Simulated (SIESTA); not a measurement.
Wanted: the native input for a SIESTA 5.4.2 run.

- Task: relaxation of cell and atoms
- Functional: B86bPBE
- Potentials or basis: SPMS 1.0 NC or PseudoDojo by element (PBE files)
- Basis: SZP (energy shift 0.02 Ry)
- Grid cutoff: 750 Ry
- Energy shift: 0.02 Ry
- k mesh: 6 × 6 × 6
- Occupations: fermi-dirac, width 0.05 eV
- Spin: no spin polarisation
- optimiser: Broyden
- force tolerance: 0.01 eV/Å
- stress tolerance (GPa): 0.05

The system is SnSe.

```xyz
2
Lattice="0.0000 3.0100 3.0100 3.0100 0.0000 3.0100 3.0100 3.0100 0.0000" Properties=species:S:1:pos:R:3 pbc="T T T"
Sn    0.0000    0.0000    0.0000
Se    3.0100    3.0100    3.0100
```

Measurements of this composition are mostly on another form, of space group No. 62.

One way to write it, as run:

SnSe.fdf

```
SystemName                      SnSe
SystemLabel                     SnSe
NumberOfSpecies                 2
NumberOfAtoms                   2
%block ChemicalSpeciesLabel
  1  50 Sn
  2  34 Se
%endblock ChemicalSpeciesLabel

LatticeConstant                 1.0 Ang
%block LatticeVectors
     0.0000000000     3.0100000000     3.0100000000
     3.0100000000     0.0000000000     3.0100000000
     3.0100000000     3.0100000000     0.0000000000
%endblock LatticeVectors
AtomicCoordinatesFormat         Fractional
%block AtomicCoordinatesAndAtomicSpecies
     0.0000000000     0.0000000000     0.0000000000  1  Sn
     0.5000000000     0.5000000000     0.5000000000  2  Se
%endblock AtomicCoordinatesAndAtomicSpecies

%block kgrid.MonkhorstPack
    6   0   0  0.0
    0   6   0  0.0
    0   0   6  0.0
%endblock kgrid.MonkhorstPack
%block XC.Mix
  2
  GGA LIBXC-00-GGA_X_B86_MGC 1.0 0.0
  GGA LIBXC-00-GGA_C_PBE 0.0 1.0
%endblock XC.Mix
PAO.BasisSize                   SZP
PAO.EnergyShift                 0.02 Ry
Mesh.Cutoff                     750 Ry
OccupationFunction              FD
ElectronicTemperature           0.05 eV
MaxSCFIterations                120
SCF.MustConverge                false
SCF.Mixer.Method                Pulay
SCF.Mixer.Weight                0.25
SCF.Mixer.History               8
SCF.DM.Tolerance                5.0e-05
SCF.H.Tolerance                 1.0e-03 eV
WriteForces                     true
Charge.Mulliken                 end
MD.TypeOfRun                    Broyden
MD.Steps                        40
MD.MaxForceTol                  0.01 eV/Ang
MD.MaxDispl                     0.1 Ang
WriteCoorStep                   true
AtomCoorFormatOut               Fractional
MD.VariableCell                 true
MD.MaxStressTol                 0.05 GPa
```

Potentials or basis: SPMS 1.0 NC or PseudoDojo by element (PBE files), SZP (energy shift 0.02 Ry).

Command:

```console
$ siesta SnSe.fdf > SnSe.out 2>&1
```

It gave:

* Relaxed volume: 27.78 Å³/atom
* Relaxed cell: a = 4.283 Å, b = 4.283 Å, c = 4.283 Å, α = 60.00°, β = 60.00°, γ = 60.00°
* Space group after relaxing (to 0.05 Å): Fm-3m (No. 225)
* Energy gained by relaxing: 2.0 meV/atom
* Ionic steps: 4
* Pressure after relaxing: 0.0 GPa
* Band gap on the k mesh: 0.43 eV, direct

Caveat: the potentials were made for another functional, which shifts forces and pressure; spin-orbit coupling is left out, which moves the levels of the heavy elements; the basis of atomic orbitals isn't converged, which shifts pressures, moduli and gaps.

Wall time 28 s on 1 thread of Arm Neoverse V2, on a shared host, peak memory 0.21 GiB.
